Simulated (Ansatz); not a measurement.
# Sb (I4/mcm) in Ansatz: a series of runs

One crystal, Sb, is run at these levels: PBEsol; tasks: relaxation of cell and atoms.

All numbers are computed with Ansatz 0.2.0; they aren't measurements. Logs are shortened: lines on timing, memory, paths and dates and some standing lists are left out, and cuts for length are marked.

**1. The crystal as given**

Symmetry: I4/mcm, No. 140, tetragonal system. The conventional cell has a = 8.060 Å, b = 8.060 Å, c = 4.051 Å, α = 90.00°, β = 90.00°, γ = 90.00°. Sb (site symmetry m2m) is surrounded by 7 Sb at 3.03 to 3.45 Å.

This isn't the form of Sb at room conditions, which is rhombohedral.

**2. Relaxation of cell and atoms, PBEsol**

input.yaml reads:

```yaml
crystal:
  lattice:
    - [-4.0300106443, 4.0300106443, 2.0254867038]
    - [4.0300106443, -4.0300106443, 2.0254867038]
    - [4.0300106443, 4.0300106443, -2.0254867038]
  atoms:
    - { symbol: Sb, position: [0.65126306, 0.15126306, 0.80252612] }
    - { symbol: Sb, position: [0.15126306, 0.34873694, 0.5] }
    - { symbol: Sb, position: [0.34873694, 0.84873694, 0.19747388] }
    - { symbol: Sb, position: [0.84873694, 0.65126306, 0.5] }
hamiltonian:
  xc: pbesol
  pseudopotentials: { kind: paw }
kpoints:
  mp_grid: { grid: [7, 7, 7] }
scf:
  occupations: { method: fermi_dirac, width: 0.05 }
output:
  forces: true
  stress: true
  eigenvalues: true
relax:
  f_tol: 0.01
  max_steps: 40
  cell: { stress_tol: 0.05 }
```

Potentials or basis: Ansatz PAW.

On the command line:

```
> ansatz run input.yaml --threads 2 --pin off --max-ram 5632MiB --backend cpu --events-out ev --progress --plain --runs-dir out
```

The log of the run:

```text
Warning: RAYON_NUM_THREADS=2 ignored (pool sized by the plan → 2); use --threads N
Engine: ansatz 0.2.0, aarch64-unknown-linux-gnu
Pseudopotentials: kind: paw
Pseudopotential: Sb, paw, valence charge 15, recommended cutoff 420 eV (normal), Sb.paw.azcp
Functional definition: PBEsol
  exchange = pbesol_x
  correlation = pbesol_c
Crystal: 4 atoms, lattice volume = 131.584 Å³
Basis set: ecut = 420 eV, 2571 PW (Γ), exchange–correlation on 90×90×90 points (8 copies of the dense FFT grid, shifted against one another)
Bands: 36, of which v1, the nominal top of the filled ones, is band 30 counted from 1 (29 counted from 0)
Symmetry: 16 space group operations
Space group: I4/mcm (ITA 140), of the structure as read, at distance tolerance 5.1e-5 Å
k-points: 40 of 343
Non-local potential: Sb, projectors of the file, l = 0: 2, l = 1: 2, l = 2: 2, l = 3: 2
PAW form: soft (Blöchl's): semilocal exchange-correlation on the pseudo side does not see the compensation charge
PAW frozen core: Sb, regenerated for the run's functional, and the local potential with it (the file was generated under x = pbe(κ = 0.804, μ = 0.2195149727645171), c = pbe(β = 0.06672455060314922))
PAW one-centre angular grid: Sb, 590 points (default); XC on 64 Gauss nodes
Initial density: superposition of atomic densities (neutral atoms: chi_scale 0, normalization atom), corrected by the library's trained network
Initial wavefunctions: pseudopotential atomic-orbital guess
Functional: x = pbesol(κ = 0.804, μ = 0.12345679012345678), c = pbesol(β = 0.046)
SCF iter   1: F=—  HF=-25631.270397 eV  |F-HF|=—  |Δ(HF+E_count)|=         —  Δρ=2.53e-3  dr2=4.11e-3  ethr=1.77e-3  ⟨swp⟩=7.2  Hψ=6090  notcnv=0
preconditioner: auto → LDOS  [metal: Δε(μ)=0.006 eV  Ē_g=7.576 eV  σ=0.050 eV  W_gap=0.03  n_scr=36 (ndim 8)  ℏωp=14.5 eV  f_vac=0.110  D(μ)=3.09/eV (n_scr^D=16)  β→1.0]
SCF iter   2: F=—  HF=-25631.267812 eV  |F-HF|=—  |Δ(HF+E_count)|=   2.59e-3  Δρ=4.73e-4  dr2=2.10e-4  ethr=6.85e-6  ⟨swp⟩=2.0  Hψ=3117  notcnv=0  defer=8
SCF iter   3: F=—  HF=-25631.267798 eV  |F-HF|=—  |Δ(HF+E_count)|=   1.40e-5  Δρ=2.39e-4  dr2=6.36e-5  ethr=3.50e-7  ⟨swp⟩=2.0  Hψ=2631  notcnv=0  defer=8
SCF iter   4: F=—  HF=-25631.267721 eV  |F-HF|=—  |Δ(HF+E_count)|=   7.62e-5  Δρ=8.33e-5  dr2=7.07e-6  ethr=1.06e-7  ⟨swp⟩=2.0  Hψ=2628  notcnv=0  defer=8
SCF iter   5: F=—  HF=-25631.267718 eV  |F-HF|=—  |Δ(HF+E_count)|=   3.19e-6  Δρ=1.08e-5  dr2=1.40e-7  ethr=1.18e-8  ⟨swp⟩=2.0  Hψ=2630  notcnv=0  defer=8
SCF iter   6: F=-25631.267718 eV  HF=-25631.267718 eV  |F-HF|=2.02e-9  |Δ(HF+E_count)|=   4.24e-8  Δρ=2.79e-6  dr2=1.06e-8  ethr=1.67e-10  ⟨swp⟩=6.6  Hψ=5575  notcnv=0
SCF 1 converged in 6 iterations: F = -25631.267718 eV  dr2 = 1.06e-8
relax step   1: F+E_penalty+E_count = -25631.26771830 eV  Δ(F+E_penalty+E_count) = +0.000e0 eV  max|allowed force component| = 3.113e-2 eV/Å  Δτ_max = 0.0000 Å  P = -0.743 GPa  Ω = 131.584 Å³  (6 SCF iters, dr2 threshold 1.00e-7 eV, accepted)
Crystal: 4 atoms, lattice volume = 128.337 Å³
Basis set: ecut = 420 eV, 2483 PW (Γ), exchange–correlation on 90×90×90 points (8 copies of the dense FFT grid, shifted against one another)
Initial density: handed on by an earlier stage of this run
Initial wavefunctions: those handed on with the density
iter 1 solved again at ethr=1.17e-6 eV; its pass at ethr=3.10e-3 eV (dr2=7.04e-4 eV) is discarded
SCF iter   1: F=—  HF=-25631.272561 eV  |F-HF|=—  |Δ(HF+E_count)|=         —  Δρ=4.50e-4  dr2=6.52e-4  ethr=1.17e-6  ⟨swp⟩=2.9  Hψ=8663  notcnv=0
preconditioner: auto → LDOS  [metal: Δε(μ)=0.013 eV  Ē_g=7.691 eV  σ=0.050 eV  W_gap=0.07  n_scr=36 (ndim 8)  ℏωp=14.7 eV  f_vac=0.107  D(μ)=2.80/eV (n_scr^D=16)  β→1.0]
SCF iter   2: F=—  HF=-25631.272464 eV  |F-HF|=—  |Δ(HF+E_count)|=   9.77e-5  Δρ=2.08e-4  dr2=7.94e-5  ethr=1.09e-6  ⟨swp⟩=2.2  Hψ=2054  notcnv=0
SCF iter   3: F=—  HF=-25631.272413 eV  |F-HF|=—  |Δ(HF+E_count)|=   5.06e-5  Δρ=1.75e-4  dr2=6.95e-5  ethr=1.32e-7  ⟨swp⟩=2.0  Hψ=2650  notcnv=0
SCF iter   4: F=—  HF=-25631.272393 eV  |F-HF|=—  |Δ(HF+E_count)|=   2.04e-5  Δρ=2.23e-5  dr2=1.07e-6  ethr=1.16e-7  ⟨swp⟩=2.0  Hψ=2643  notcnv=0
SCF iter   5: F=-25631.272393 eV  HF=-25631.272393 eV  |F-HF|=2.11e-9  |Δ(HF+E_count)|=   7.35e-8  Δρ=3.84e-6  dr2=2.51e-8  ethr=6.67e-10  ⟨swp⟩=6.7  Hψ=5686  notcnv=0
SCF 2 converged in 5 iterations: F = -25631.272393 eV  dr2 = 2.51e-8
relax step   2: F+E_penalty+E_count = -25631.27239272 eV  Δ(F+E_penalty+E_count) = -4.674e-3 eV  max|allowed force component| = 5.107e-3 eV/Å  Δτ_max = 0.0022 Å  P = +0.494 GPa  Ω = 128.337 Å³  energy of the carried Pulay correction = +6.608e-4 eV  (5 SCF iters, dr2 threshold 4.00e-7 eV, accepted)
Crystal: 4 atoms, lattice volume = 129.331 Å³
[... 19 lines left out ...]
iter 1 solved again at ethr=5.09e-7 eV; its pass at ethr=3.10e-3 eV (dr2=3.06e-4 eV) is discarded
SCF iter   1: F=—  HF=-25631.274049 eV  |F-HF|=—  |Δ(HF+E_count)|=         —  Δρ=1.86e-5  dr2=5.75e-8  ethr=5.09e-7  ⟨swp⟩=3.0  Hψ=9310  notcnv=0
eigensolver tolerance schedule: the retry pair's looser diagonalisation over-reported the residual by 5317.13 of it (diagonalisation noise at 6.94 of the residual, at the tolerance the schedule requests for it); recorded, not acted on — ethr = c·dr2/N_el stays at c = 1.0e-1
preconditioner: auto → LDOS  [metal: Δε(μ)=0.059 eV  Ē_g=7.650 eV  σ=0.050 eV  W_gap=0.28  n_scr=36 (ndim 8)  ℏωp=14.6 eV  f_vac=0.109  D(μ)=2.59/eV (n_scr^D=16)  β→1.0]
SCF iter   2: F=—  HF=-25631.273996 eV  |F-HF|=—  |Δ(HF+E_count)|=   5.29e-5  Δρ=2.00e-6  dr2=1.00e-8  ethr=9.58e-11  ⟨swp⟩=3.7  Hψ=3701  notcnv=0
SCF iter   3: F=—  HF=-25631.273996 eV  |F-HF|=—  |Δ(HF+E_count)|=   2.01e-9  Δρ=1.37e-6  dr2=3.58e-9  ethr=1.67e-11  ⟨swp⟩=2.0  Hψ=2647  notcnv=0
SCF iter   4: F=—  HF=-25631.273996 eV  |F-HF|=—  |Δ(HF+E_count)|=   1.11e-9  Δρ=2.99e-7  dr2=1.29e-10  ethr=5.96e-12  ⟨swp⟩=2.0  Hψ=2640  notcnv=0
SCF iter   5: F=-25631.273996 eV  HF=-25631.273996 eV  |F-HF|=1.82e-11  |Δ(HF+E_count)|=  2.18e-11  Δρ=7.28e-8  dr2=1.07e-11  ethr=1.00e-12  ⟨swp⟩=5.6  Hψ=5615  notcnv=0
SCF 5 converged in 5 iterations: F = -25631.273996 eV  dr2 = 1.07e-11
relax step   5: F+E_penalty+E_count = -25631.27399592 eV  Δ(F+E_penalty+E_count) = +4.851e-4 eV  max|allowed force component| = 3.024e-3 eV/Å  Δτ_max = 0.0000 Å  P = +0.006 GPa  Ω = 129.284 Å³  stress off target by 8.97e-3 GPa  SCF on the basis re-selected at this cell (its energy is not comparable with the rows above)  (5 SCF iters)
basis re-selected at this cell: Δ(F+E_penalty+E_count) = +4.851e-4 eV, ΔP = +0.002 GPa vs the last step (what re-selecting the basis moved, of the pressure what is left beyond the Pulay correction that the steps carried, after the strain that the cell walked since its last selection, with what the two solves' SCF thresholds leave and, on support functions, any second-order correction that the steps lacked; it is no measure of the basis error at this ecutwfc). This SCF's stress stands 8.97e-3 GPa from its target on what of the cell is left free (relax.cell.stress_tol is 5.00e-2 GPa) and its largest allowed force component is 3.02e-3 eV/Å (relax.f_tol is 1.00e-2 eV/Å): within both
SCF converged after 5 iterations
Free energy (F): -25631.273996 eV
Harris-Foulkes:  -25631.273996 eV  (|F-HF|=1.82e-11)
Internal energy: -25631.252100 eV  (E = F + TS)
E sigma→0 (E₀):  -25631.263048 eV
Entropy (-TS):   -0.021896 eV (-5.474 meV/atom)
Fermi energy:    8.764539 eV
--- Per-component energies (eV) ---
  E_band       = -739.133264
  E_kinetic    = 829.677183
  E_local      = -7201.227933  (includes V_loc(G=0)·N_el)
  E_nonlocal   = 1455.358438
  E_hartree    = 3268.562041
  E_xc         = -550.059443
  E_vxc        = -386.539993  (∫ρ·V_xc dr)
  E_paw        = -17997.107665  (= ΣΔE_a)
  E_vpaw       = -1973.525138  (= ΣTr[D̂ρ^β])
  E_aug_tail   = -0.000007  (compensation charges beyond the density's cutoff)
  E_ewald      = -5437.782142
  E_core_change = 1.327428  (= ΣΔE_core)
  E_smearing   = -0.021896  (= −TS)
  E_closure    = 0.000000  (closes the sum)
  Σ components = -25631.273996   (vs F -25631.273996, Δ=0.00e0)
--- Forces (eV/Å), atoms counted from 1 ---
  atom   1  Sb    -0.00302391    -0.00302391     0.00000000
  atom   2  Sb     0.00302391    -0.00302391     0.00000000
  atom   3  Sb     0.00302391     0.00302391     0.00000000
  atom   4  Sb    -0.00302391     0.00302391     0.00000000
  max |Σ_I F_I| component: 1.04e-17 eV/Å
--- Stress (GPa, compression-positive) ---
        0.008973       0.000000       0.000000
        0.000000       0.008973       0.000000
       -0.000000       0.000000      -0.000360
  P = ⅓ Tr σ = 0.0059 GPa (0.059 kbar)
--- Band table (eV; the first three rows and the last of 40) ---
  k-point 0: bands = ["-20.3562", "-20.3562", "-20.3131", "-20.3076", "-20.3076", "-20.3038", "-20.2752", "-20.2569", "-20.2543", "-20.2526", "-20.2514", "-20.2514", "-20.2157", "-20.2157", "-20.2144", "-20.2075", "-20.2075", "-20.1990", "-20.1967", "-20.1327", "-3.8558", "-0.3639", "0.8545", "0.8545", "3.9354", "7.2502", "7.6064", "7.6422", "7.6422", "7.7485", "7.7485", "8.2528", "11.3654", "11.3654", "12.0670", "12.2105"]
  k-point 1: bands = ["-20.3595", "-20.3569", "-20.3138", "-20.3110", "-20.3063", "-20.2963", "-20.2791", "-20.2629", "-20.2579", "-20.2549", "-20.2451", "-20.2428", "-20.2214", "-20.2169", "-20.2093", "-20.2077", "-20.2056", "-20.2005", "-20.1924", "-20.1353", "-3.7818", "-0.7239", "0.8788", "1.0079", "4.2779", "6.6541", "7.0547", "7.4161", "7.7410", "8.2164", "8.4130", "8.4845", "11.1983", "11.4154", "12.4249", "12.5970"]
  k-point 2: bands = ["-20.3662", "-20.3583", "-20.3194", "-20.3061", "-20.3027", "-20.2880", "-20.2862", "-20.2702", "-20.2592", "-20.2557", "-20.2384", "-20.2368", "-20.2311", "-20.2168", "-20.2085", "-20.2043", "-20.2042", "-20.1940", "-20.1864", "-20.1429", "-3.5781", "-1.3668", "0.9357", "1.1841", "5.1008", "6.0519", "6.6361", "7.0412", "7.7242", "8.6301", "8.7114", "9.4444", "11.2021", "11.6830", "12.8945", "12.9059"]
  k-point 39: bands = ["-20.4079", "-20.3268", "-20.3042", "-20.3028", "-20.2894", "-20.2869", "-20.2784", "-20.2740", "-20.2735", "-20.2687", "-20.2498", "-20.2493", "-20.2321", "-20.2206", "-20.2060", "-20.2032", "-20.2031", "-20.1725", "-20.1647", "-20.1604", "-2.6054", "-1.8390", "-1.5887", "3.4638", "4.5018", "5.7848", "7.2363", "7.4862", "9.0145", "9.2904", "10.2911", "10.5881", "10.9359", "11.0166", "11.0762", "11.7902"]
--- Relaxed structure (4 steps of the walk, 4 accepted, 1 SCFs on fresh bases) ---
  F+E_penalty+E_count = -25631.27399592 eV   max|allowed force component| = 3.024e-3 eV/Å   (the final SCF, on the basis selected at the relaxed cell)
  cell:  # Å, volume = 129.2835 Å³
    - [-3.988117369617271, 3.988117369617271, 2.0321109408813642]
    - [3.988117369617271, -3.988117369617271, 2.0321109408813642]
    - [3.988117369617271, 3.988117369617271, -2.0321109408813642]
  atoms:
    - { symbol: Sb, position: [0.6510589441885786, 0.15105894418857846, 0.802117888377157] }
    - { symbol: Sb, position: [0.15105894418857846, 0.34894105581142165, 0.5000000000000001] }
    - { symbol: Sb, position: [0.34894105581142165, 0.8489410558114218, 0.19788211162284317] }
    - { symbol: Sb, position: [0.8489410558114215, 0.6510589441885783, 0.5000000000000001] }
```

Run time: 22 s. Hardware: 2 threads of Arm Neoverse V2, shared host; peak memory 0.51 GiB.

What came out:

```
Free energy                            : -25631.2740 eV
Relaxed volume                         : 32.32 Å³/atom
Relaxed cell                           : a = 5.995 Å, b = 5.995 Å, c = 5.995 Å, α = 96.60°, β = 96.60°, γ = 140.37°
Space group after relaxing (to 0.05 Å) : I4/mcm (No. 140)
Energy gained by relaxing              : 1.6 meV/atom
Ionic steps                            : 5
Pressure after relaxing                : 0.0 GPa
Largest force after relaxing           : 0.004 eV/Å
Band gap on the k mesh                 : none (metal or under the smearing width)
```

Forces on the atoms (eV/Å):
```
Sb  -0.003 -0.003  0.000
Sb   0.003 -0.003  0.000
Sb   0.003  0.003  0.000
Sb  -0.003  0.003  0.000
```

The path:
```
step  energy change (eV)  largest force (eV/Å)  volume (Å³)
   1              0.0000                0.0440       131.58
   2             -0.0047                0.0072       128.34
   3             -0.0067                0.0093       129.33
   4             -0.0068                0.0043       129.28
   5             -0.0063                0.0043       129.28
```

Final structure:
```yaml
crystal:
  lattice:
    - [-3.98812, 3.98812, 2.03211]
    - [3.98812, -3.98812, 2.03211]
    - [3.98812, 3.98812, -2.03211]
  atoms:
    - { symbol: Sb, position: [0.65106, 0.15106, 0.80212] }
    - { symbol: Sb, position: [0.15106, 0.34894, 0.50000] }
    - { symbol: Sb, position: [0.34894, 0.84894, 0.19788] }
    - { symbol: Sb, position: [0.84894, 0.65106, 0.50000] }
```

Caveat: the plane-wave basis is chosen anew once the cell has moved, so the energies of steps on either side of that aren't comparable; the PAW data sets come from PBE, with cores solved anew for the run's functional, which leaves a small shift of forces and pressure. Spin-orbit coupling is left out, which matters for the levels of Sb.

[end of part 1 of 3]
